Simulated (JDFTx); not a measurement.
The system is TiC.

```
Ti C
1.0
     0.00000    2.16572    2.16572
     2.16572    0.00000    2.16572
     2.16572    2.16572    0.00000
Ti C
1 1
Direct
  0.00000 0.00000 0.00000
  0.50000 0.50000 0.50000
```

The cell is a database's computed one.

| Item | Value |
| --- | --- |
| Program | JDFTx 1.7.0 (patched build) |
| Task | single point |
| Functional | PBEsol |
| Potentials or basis | PseudoDojo-SR-PBEsol-0.4.1-standard with smoothed tails |
| Cutoff | 1143 eV |
| Density cutoff | 9143 eV |
| k mesh | 11 × 11 × 11 |
| Occupations | fermi-dirac, width 0.05 eV |
| Spin | no spin polarisation |

On this cell: pressure -6.5 GPa; largest force zero by symmetry; band gap on the k mesh none (metal or under the smearing width).

The same run follows on a disturbed copy (atoms moved at random, drawn with an rms of 0.05 Å):

```
CELL_PARAMETERS angstrom
0.00000 2.16572 2.16572
2.16572 0.00000 2.16572
2.16572 2.16572 0.00000
ATOMIC_POSITIONS crystal
Ti 0.98208 0.02153 0.99282
C 0.48439 0.50743 0.51417
```

Question: What does the disturbed cell give?

Answer: The energy (extrapolated to zero smearing) moves by +8.4 meV/atom; pressure -6.1 GPa; largest force 0.553 eV/Å; band gap on the k mesh none (metal or under the smearing width).

Forces in eV/Å, atoms in the order of the input:
```
Ti   0.148  0.476 -0.240
C   -0.148 -0.476  0.240
```

Stress tensor (GPa, compression positive):
```
-6.39 -0.13  0.07
-0.13 -5.70  0.21
 0.07  0.21 -6.26
```
